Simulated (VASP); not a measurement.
A calculation with VASP 6.6.1 of TaS2 (ASE script, structure from a CIF):

The input run.py:

```python
from ase.calculators.vasp import Vasp
from ase.dft.bandgap import bandgap
from ase.io import read

atoms = read('TaS2.cif', primitive_cell=True, subtrans_included=False)
calc = Vasp(
    directory='calc',
    xc='lda',
    pp='LDA',
    setups='recommended',
    prec='Accurate',
    encut=520,
    ediff=1e-06,
    ismear=0,
    sigma=0.05,
    lreal=False,
    lasph=True,
    nelm=100,
    algo='Normal',
    isif=2,
    lwave=False,
    lcharg=False,
    kpts=[9, 9, 5],
    gamma=True,
)
atoms.calc = calc

print('energy (eV):', atoms.get_potential_energy())
print('free energy (eV):', atoms.get_potential_energy(force_consistent=True))
print('forces (eV/A):')
print(atoms.get_forces())
print('stress (eV/A^3, Voigt):', atoms.get_stress())
print('Fermi level (eV):', calc.get_fermi_level())
gap, top, bottom = bandgap(calc)
print('band gap (eV):', gap, 'from (spin, k, band)', top, 'to', bottom)
```

Contents of TaS2.cif:

```cif
data_TaS2
_cell_length_a 3.35000000
_cell_length_b 3.35000000
_cell_length_c 5.86000000
_cell_angle_alpha 90.00000000
_cell_angle_beta 90.00000000
_cell_angle_gamma 120.00000000
_space_group_name_H-M_alt 'P-3m1'
_space_group_name_Hall '-P 3 2"'
_space_group_IT_number 164
loop_
_space_group_symop_operation_xyz
'x,y,z'
'-x,-y,-z'
'-y,x-y,z'
'y,-x+y,-z'
'-x+y,-x,z'
'x-y,x,-z'
'y,x,-z'
'-y,-x,z'
'x-y,-y,-z'
'-x+y,y,z'
'-x,-x+y,-z'
'x,x-y,z'
loop_
_atom_site_label
_atom_site_type_symbol
_atom_site_symmetry_multiplicity
_atom_site_Wyckoff_symbol
_atom_site_fract_x
_atom_site_fract_y
_atom_site_fract_z
_atom_site_occupancy
Ta1 Ta 1 a 0.0000000000 0.0000000000 0.0000000000 1
S1 S 2 d 0.6666666667 0.3333333333 0.7500000000 1
```

Potentials or basis: VASP PAW LDA potentials, release 64 (Ta_pv, S).

The run is started by

```sh
$ python run.py
```

Q: Write the same calculation in another form: native input, structure from a POSCAR.

A: As run:

INCAR

```
SYSTEM = TaS2
PREC     = Accurate       ! precision mode
ENCUT    = 520            ! plane-wave cutoff, eV
EDIFF    = 1E-7           ! SCF threshold, eV
ISMEAR   = 0              ! smearing method
SIGMA    = 0.05           ! smearing width, eV
LREAL    = .FALSE.        ! projectors in reciprocal space
LASPH    = .TRUE.         ! aspherical terms in the spheres
NELM     = 80             ! most SCF steps
ALGO     = Normal         ! electronic algorithm
ISIF     = 2              ! what is computed and relaxed
LWAVE    = .FALSE.        ! write WAVECAR
LCHARG   = .FALSE.        ! write CHGCAR
GGA      = CA             ! functional
NBANDS   = 18             ! bands
```

KPOINTS

```
regular mesh
0
G
  9 9 5
  0 0 0
```

Contents of POSCAR:

```
TaS2
3.35
    1.000000000000      0.000000000000      0.000000000000
   -0.500000000000      0.866025403791      0.000000000000
    0.000000000000      0.000000000000      1.749253731343
Ta S
1 2
Direct
    0.0000000000      0.0000000000      0.0000000000
    0.6666666667      0.3333333333      0.7500000000
    0.3333333333      0.6666666667      0.2500000000
```

Potentials or basis: VASP PAW LDA potentials, release 64 (Ta_pv, S).

The run is started by

```console
$ cat potpaw_LDA.64/Ta_pv/POTCAR potpaw_LDA.64/S/POTCAR > POTCAR
$ mpirun -np 1 vasp_std > vasp.out
```

Both were run:

|  | ASE script, structure from a CIF | native input, structure from a POSCAR |
| --- | --- | --- |
| Pressure | 1.7 GPa | 1.7 GPa |
| Largest force | 0.830 eV/Å | 0.830 eV/Å |
| Band gap on the k mesh | none (metal or under the smearing width) | none (metal or under the smearing width) |

Keys that steer only the numerical path or the files written may differ.
